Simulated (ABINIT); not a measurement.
# V (Im-3m) in ABINIT: single point with PBEsol

Aim: the single point of V with PBEsol.

Everything below comes from runs of ABINIT 10.8.3 (patched build). Logs are shortened: lines on timing, memory, paths and dates and some standing lists are left out, and cuts for length are marked. The log counts tension as positive stress, the text compression.

## 1. The undisturbed crystal

It takes space group Im-3m (No. 229, cubic). Conventional cell: a = 3.029 Å, b = 3.029 Å, c = 3.029 Å, α = 90.00°, β = 90.00°, γ = 90.00°. V (site symmetry m-3m) has 8 V at 2.62 Å as nearest neighbours.

## 2. Single point, PBEsol, collinear spin, ferromagnetic start (cell strained at random at fixed volume)

Input file run.abi:

```
pp_dirpath "./"
pseudos "V.upf"

acell 3*1.0
rprim
    -2.8666937441     2.8726350430     2.9811468965
     2.8321986834    -2.7931456033     2.8671605064
     2.8470273643     2.7734792235    -2.9016574568
ntypat 1
znucl 23
natom 1
typat 1
xred
     0.0102680000     0.0045550000    -0.0011910000
chkprim 0
chksymtnons 0
tolsym 1.0e-6

ecut 1142.878222 eV

kptopt 1
ngkpt 12 12 12
nshiftk 1
shiftk 0.0 0.0 0.0

ixc -116133

nband 11
occopt 3
tsmear 0.05 eV

nsppol 2
spinat
     0.0000000000     0.0000000000     2.0000000000

nstep 100
tolvrs 1.0e-10

iomode 3
prtwf 0
prtden 0
prteig 0
prtebands 0
enunit 1
```

Potentials or basis: PseudoDojo NC SR PBEsol v0.4.1 standard.

The run is started by

```bash
$ mpirun --bind-to none -np 4 abinit run.abi > log 2>&1
```

run.abo:

```text
.Version 10.8.3 of ABINIT
 Symmetries : space group P-1 (#  2); Bravais aP (primitive triclinic)
================================================================================
 Values of the parameters that define the memory need of the present run
     intxc =       0    ionmov =       0      iscf =       7    lmnmax =       6
     lnmax =       6     mgfft =      30  mpssoang =       3    mqgrid =    3001
     natom =       1  nloc_mem =       1    nspden =       2   nspinor =       1
    nsppol =       2      nsym =       2    n1xccc =    2501    ntypat =       1
    occopt =       3   xclevel =       2
       mpw =        1234          nfft =       27000          nkpt =         868
================================================================================
================================================================================

--------------------------------------------------------------------------------
------------- Echo of variables that govern the present computation ------------
--------------------------------------------------------------------------------
 -outvars: echo values of preprocessed input variables --------
            acell      1.0000000000E+00  1.0000000000E+00  1.0000000000E+00 Bohr
              amu      5.09415000E+01
          chkprim           0
      chksymtnons           0
             ecut      4.20000000E+01 Hartree
           enunit           1
                       outvar_i_n : Printing only first  50 k-points.
              ixc     -116133
                       outvar_i_n : Printing only first  50 k-points.
         kptrlatt       12    0    0      0   12    0      0    0   12
          kptrlen      5.88411543E+01
            natom           1
            nband          11
            ngfft          30      30      30
             nkpt         868
           nspden           2
           nsppol           2
            nstep         100
             nsym           2
           ntypat           1
                       prtocc : prtvol=0, do not print more k-points.
                       1.000000  1.000000  1.000000  1.000000  1.000000  1.000000
                       1.000000  0.000000  0.000000  0.000000  0.000000
                       1.000000  1.000000  1.000000  1.000000  1.000000  1.000000
                       1.000000  0.000000  0.000000  0.000000  0.000000
                       1.000000  1.000000  1.000000  1.000000  1.000000  1.000000
                       1.000000  0.000000  0.000000  0.000000  0.000000
                       1.000000  1.000000  1.000000  1.000000  1.000000  1.000000
                       1.000000  0.000000  0.000000  0.000000  0.000000
                       1.000000  1.000000  1.000000  1.000000  1.000000  1.000000
                       1.000000  0.000000  0.000000  0.000000  0.000000
                       1.000000  1.000000  1.000000  1.000000  1.000000  1.000000
                       1.000000  0.000000  0.000000  0.000000  0.000000
                       1.000000  1.000000  1.000000  1.000000  1.000000  1.000000
                       1.000000  0.000000  0.000000  0.000000  0.000000
                       1.000000  1.000000  1.000000  1.000000  1.000000  1.000000
                       1.000000  0.000000  0.000000  0.000000  0.000000
                       1.000000  1.000000  1.000000  1.000000  1.000000  1.000000
[... 68 lines left out ...]
                       1.000000  0.000000  0.000000  0.000000  0.000000
                       1.000000  1.000000  1.000000  1.000000  1.000000  1.000000
                       1.000000  0.000000  0.000000  0.000000  0.000000
                       1.000000  1.000000  1.000000  1.000000  1.000000  1.000000
                       1.000000  0.000000  0.000000  0.000000  0.000000
                       1.000000  1.000000  1.000000  1.000000  1.000000  1.000000
                       1.000000  0.000000  0.000000  0.000000  0.000000
                       1.000000  1.000000  1.000000  1.000000  1.000000  1.000000
                       1.000000  0.000000  0.000000  0.000000  0.000000
                       1.000000  1.000000  1.000000  1.000000  1.000000  1.000000
                       1.000000  0.000000  0.000000  0.000000  0.000000
                       1.000000  1.000000  1.000000  1.000000  1.000000  1.000000
                       1.000000  0.000000  0.000000  0.000000  0.000000
                       1.000000  1.000000  1.000000  1.000000  1.000000  1.000000
                       1.000000  0.000000  0.000000  0.000000  0.000000
                       prtocc : prtvol=0, do not print more k-points.
           occopt           3
           prtden           0
        prtebands           0
           prteig           0
            prtwf           0
            rprim     -2.8666937441E+00  2.8726350430E+00  2.9811468965E+00
                       2.8321986834E+00 -2.7931456033E+00  2.8671605064E+00
                       2.8470273643E+00  2.7734792235E+00 -2.9016574568E+00
          spgroup           2
           spinat      0.0000000000E+00  0.0000000000E+00  2.0000000000E+00
           tolsym      1.00000000E-06
           tolvrs      1.00000000E-10
           tsmear      1.83746611E-03 Hartree
            typat      1
                       outvars : Printing only first  50 k-points.
           xangst     -1.0544044282E-02  7.1281359021E-03  2.4938114484E-02
            xcart     -1.9925355952E-02  1.3470224643E-02  4.7126206471E-02
             xred      1.0268000000E-02  4.5550000000E-03 -1.1910000000E-03
            znucl       23.00000

================================================================================

 chkinp: Checking input parameters for consistency.

================================================================================
== DATASET  1 ==================================================================

--- !DatasetInfo
iteration_state: {dtset: 1, }
dimensions: {natom: 1, nkpt: 868, mband: 11, nsppol: 2, nspinor: 1, nspden: 2, mpw: 1234, }
cutoff_energies: {ecut:  42.0, pawecutdg:  -1.0, }
electrons: {nelect:   1.30000000E+01, charge:   0.00000000E+00, occopt:   3.00000000E+00, tsmear:   1.83746611E-03, }
[... 20 lines left out ...]

================================================================================

--- !BeginCycle
iteration_state: {dtset: 1, }
solver: {iscf: 7, nstep: 100, nline: 4, wfoptalg: 0, }
tolerances: {tolvrs: 1.00E-10, }
...

     iter   Etot(hartree)      deltaE(h)  residm     vres2   difmagsph maxmagsph
 ETOT  1  -73.662856229104    -7.366E+01 3.656E-01 1.556E+02 6.225E-01 6.225E-01
 ETOT  2  -73.693969514209    -3.111E-02 2.696E-01 1.844E+02 1.636E-01 4.589E-01
 ETOT  3  -73.720786898702    -2.682E-02 1.734E-02 2.974E-01 4.871E-02 4.102E-01
 ETOT  4  -73.721201753253    -4.149E-04 1.232E-02 1.086E-01 1.048E-01 3.054E-01
 ETOT  5  -73.721336418833    -1.347E-04 4.214E-03 5.511E-02 6.374E-02 2.417E-01
 ETOT  6  -73.721441628123    -1.052E-04 8.803E-03 1.595E-02 9.256E-02 1.491E-01
 ETOT  7  -73.721476507956    -3.488E-05 5.043E-03 4.541E-03 6.965E-02 7.945E-02
 ETOT  8  -73.721484942251    -8.434E-06 4.148E-03 1.263E-03 3.527E-02 4.418E-02
 ETOT  9  -73.721487732237    -2.790E-06 1.776E-03 3.197E-04 2.364E-02 2.054E-02
 ETOT 10  -73.721488489219    -7.570E-07 1.495E-03 3.873E-05 1.772E-02 2.821E-03
 ETOT 11  -73.721488510007    -2.079E-08 9.941E-04 9.912E-06 3.395E-03 5.744E-04
 ETOT 12  -73.721488512067    -2.061E-09 1.054E-03 6.848E-07 6.470E-05 6.391E-04
 ETOT 13  -73.721488512757    -6.897E-10 8.164E-04 1.042E-07 3.499E-04 2.892E-04
 ETOT 14  -73.721488512914    -1.569E-10 8.049E-04 3.176E-09 3.076E-04 1.847E-05
 ETOT 15  -73.721488512914     1.990E-13 7.680E-04 7.029E-10 1.083E-05 2.930E-05
 ETOT 16  -73.721488512915    -8.100E-13 6.747E-04 1.096E-10 9.390E-06 1.991E-05
 ETOT 17  -73.721488512915    -5.116E-13 5.724E-04 2.777E-11 9.391E-06 1.052E-05

 At SCF step   17       vres2   =  2.78E-11 < tolvrs=  1.00E-10 =>converged.

 Cartesian components of stress tensor (hartree/bohr^3)
  sigma(1 1)=  3.79606129E-04  sigma(3 2)=  1.31248119E-05
  sigma(2 2)=  3.64307846E-04  sigma(3 1)= -1.06968394E-05
  sigma(3 3)=  4.73483403E-04  sigma(2 1)= -9.71411704E-07

--- !ResultsGS
iteration_state: {dtset: 1, }
comment   : Summary of ground state results
lattice_vectors:
- [ -2.8666937,   2.8726350,   2.9811469, ]
- [  2.8321987,  -2.7931456,   2.8671605, ]
- [  2.8470274,   2.7734792,  -2.9016575, ]
lattice_lengths: [   5.03559,    4.90343,    4.92111, ]
lattice_angles: [109.369, 110.911, 107.915, ] # degrees, (23, 13, 12)
lattice_volume:   9.3742245E+01
convergence: {deltae: -5.116E-13, res2:  2.777E-11, residm:  5.724E-04, diffor: null, }
etotal    :  -7.37214885E+01
entropy   :   0.00000000E+00
fermie    :   4.37668622E-01
cartesian_stress_tensor: # hartree/bohr^3
- [  3.79606129E-04,  -9.71411704E-07,  -1.06968394E-05, ]
- [ -9.71411704E-07,   3.64307846E-04,   1.31248119E-05, ]
- [ -1.06968394E-05,   1.31248119E-05,   4.73483403E-04, ]
pressure_GPa:  -1.1939E+01
xred      :
- [  1.0268E-02,   4.5550E-03,  -1.1910E-03,  V]
cartesian_forces: # hartree/bohr
- [ -0.00000000E+00,  -0.00000000E+00,  -0.00000000E+00, ]
force_length_stats: {min:   0.00000000E+00, max:   0.00000000E+00, mean:   0.00000000E+00, }
...

 Integrated electronic and magnetization densities in atomic spheres:
 ------------------------------------------------------------------------------------------------------------
 Radius=ratsph(iatom), smearing ratsm=  0.0000. Diff(up-dn)=approximate z local magnetic moment.
    Atom    Radius    up_density   dn_density  Total(up+dn)  Diff(up-dn)
    1  V   2.00000     5.330987     5.330977     10.661964     0.000011
 ------------------------------------------------------------------------------------------------------------
  Sum:                 5.330987     5.330977     10.661964     0.000011
 Total magnetization (from the atomic spheres):                0.000011
 Total magnetization (exact up - dn):                          0.000015

================================================================================

 ----iterations are completed or convergence reached----

 Mean square residual over all n,k,spin=   17.225E-08; max=  57.236E-05
 reduced coordinates (array xred) for    1 atoms
       0.010268000000      0.004555000000     -0.001191000000
 rms dE/dt=  0.0000E+00; max dE/dt=  0.0000E+00; dE/dt below (all hartree)
    1       0.000000000000      0.000000000000      0.000000000000

 cartesian coordinates (angstrom) at end:
    1     -0.01054404428199     0.00712813590214     0.02493811448382

 cartesian forces (hartree/bohr) at end:
    1     -0.00000000000000    -0.00000000000000    -0.00000000000000
 frms,max,avg= 0.0000000E+00 0.0000000E+00   0.000E+00  0.000E+00  0.000E+00 h/b

 cartesian forces (eV/Angstrom) at end:
    1     -0.00000000000000    -0.00000000000000    -0.00000000000000
 frms,max,avg= 0.0000000E+00 0.0000000E+00   0.000E+00  0.000E+00  0.000E+00 e/A
 length scales=  1.000000000000  1.000000000000  1.000000000000 bohr
              =  0.529177210544  0.529177210544  0.529177210544 angstroms
 Fermi (or HOMO) energy (eV) =  11.90957   Average Vxc (eV)= -12.97335
 Eigenvalues (   eV  ) for nkpt= 868  k points, SPIN UP:
 kpt#   1, nband= 11, wtk=  0.00058, kpt=  0.0000  0.0000  0.0000 (reduced coord)
 -51.61067  -25.09466  -25.05386  -25.02445    5.35412   12.15491   12.23910   12.56606
  14.11874   14.38937   31.64958
 prteigrs : prtvol=0 or 1, do not print more k-points.

 Eigenvalues (   eV  ) for nkpt= 868  k points, SPIN DOWN:
 kpt#   1, nband= 11, wtk=  0.00058, kpt=  0.0000  0.0000  0.0000 (reduced coord)
 -51.61066  -25.09465  -25.05385  -25.02444    5.35413   12.15493   12.23912   12.56608
  14.11875   14.38938   31.64959
 prteigrs : prtvol=0 or 1, do not print more k-points.

--- !EnergyTerms
iteration_state     : {dtset: 1, }
comment             : Components of total free energy in Hartree
kinetic             :  3.03209210151304E+01
hartree             :  1.45986265108625E+01
xc                  : -1.13224511061189E+01
Ewald energy        : -5.37231484851081E+01
psp_core            :  1.92731479233023E+00
local_psp           : -5.60392043139144E+01
non_local_psp       :  5.17117565918599E-01
internal            : -7.37208240208997E+01
'-kT*entropy'       : -6.64492015478361E-04
total_energy        : -7.37214885129152E+01
total_energy_eV     : -2.00606389855359E+03
band_energy         : -7.48594748306729E+00
...

 Cartesian components of stress tensor (hartree/bohr^3)
  sigma(1 1)=  3.79606129E-04  sigma(3 2)=  1.31248119E-05
  sigma(2 2)=  3.64307846E-04  sigma(3 1)= -1.06968394E-05
  sigma(3 3)=  4.73483403E-04  sigma(2 1)= -9.71411704E-07

-Cartesian components of stress tensor (GPa)         [Pressure= -1.1939E+01 GPa]
- sigma(1 1)=  1.11683979E+01  sigma(3 2)=  3.86145299E-01
- sigma(2 2)=  1.07183069E+01  sigma(3 1)= -3.14711880E-01
- sigma(3 3)=  1.39303626E+01  sigma(2 1)= -2.85799191E-02

== END DATASET(S) ==============================================================
================================================================================

 -outvars: echo values of variables after computation  --------
            acell      1.0000000000E+00  1.0000000000E+00  1.0000000000E+00 Bohr
           etotal     -7.3721488513E+01
            fcart     -0.0000000000E+00 -0.0000000000E+00 -0.0000000000E+00
            rprim     -2.8666937441E+00  2.8726350430E+00  2.9811468965E+00
                       2.8321986834E+00 -2.7931456033E+00  2.8671605064E+00
                       2.8470273643E+00  2.7734792235E+00 -2.9016574568E+00
           strten      3.7960612914E-04  3.6430784607E-04  4.7348340262E-04
                       1.3124811934E-05 -1.0696839382E-05 -9.7141170444E-07
           xangst     -1.0544044282E-02  7.1281359021E-03  2.4938114484E-02
             xred      1.0268000000E-02  4.5550000000E-03 -1.1910000000E-03
 Calculation completed.
```

Wall time 3.9 min (4 MPI ranks of Arm Neoverse V1, shared host); peak memory 0.64 GiB.

Results:

```
Free energy                                           : -2006.0639 eV
Pressure                                              : -11.9 GPa
Band gap on the k mesh                                : none (metal or under the smearing width)
Net moment                                            : 0.00 μB per cell
Valence electrons inside the program's atomic spheres : V 10.66 (radii [1.0584] Å)
```

Levels at points of the mesh, in eV from the Fermi level:
Spin up:
| k point | band 5 | band 6 | band 7 | band 8 | band 9 | band 10 |
| --- | --- | --- | --- | --- | --- | --- |
| (0.00, 0.00, 0.00) | -6.56 | 0.25 | 0.33 | 0.66 | 2.21 | 2.48 |
| (0.50, 0.00, 0.00) | -3.10 | -1.05 | 1.23 | 2.31 | 2.80 | 3.90 |
| (0.00, 0.50, 0.00) | -3.09 | -0.93 | 1.51 | 2.15 | 2.63 | 4.02 |
| (0.50, 0.50, 0.00) | -3.11 | -1.28 | 1.63 | 2.54 | 2.79 | 4.00 |
| (0.00, 0.00, 0.50) | -3.11 | -1.26 | 1.75 | 2.51 | 2.75 | 4.05 |
| (0.50, 0.00, 0.50) | -3.09 | -0.97 | 1.31 | 2.23 | 2.71 | 3.94 |
| (0.00, 0.50, 0.50) | -3.09 | -0.96 | 1.70 | 2.13 | 2.61 | 4.08 |
| (0.50, 0.50, 0.50) | -2.93 | -2.84 | 3.44 | 3.66 | 3.76 | 9.19 |
Spin down:
| k point | band 4 | band 5 | band 6 | band 7 | band 8 | band 9 | band 10 | band 11 |
| --- | --- | --- | --- | --- | --- | --- | --- | --- |
| (0.00, 0.00, 0.00) | -36.93 | -6.56 | 0.25 | 0.33 | 0.66 | 2.21 | 2.48 | 19.74 |
| (0.50, 0.00, 0.00) | -36.94 | -3.10 | -1.05 | 1.23 | 2.31 | 2.80 | 3.90 | 9.48 |
| (0.00, 0.50, 0.00) | -36.97 | -3.09 | -0.93 | 1.51 | 2.15 | 2.63 | 4.02 | 9.79 |
| (0.50, 0.50, 0.00) | -36.98 | -3.11 | -1.28 | 1.63 | 2.54 | 2.79 | 4.00 | 9.92 |
| (0.00, 0.00, 0.50) | -36.99 | -3.11 | -1.26 | 1.75 | 2.51 | 2.75 | 4.05 | 10.05 |
| (0.50, 0.00, 0.50) | -36.95 | -3.09 | -0.97 | 1.31 | 2.23 | 2.71 | 3.94 | 9.58 |
| (0.00, 0.50, 0.50) | -36.99 | -3.09 | -0.96 | 1.70 | 2.13 | 2.61 | 4.08 | 9.99 |
| (0.50, 0.50, 0.50) | -37.50 | -2.93 | -2.84 | 3.44 | 3.66 | 3.76 | 9.19 | 10.13 |
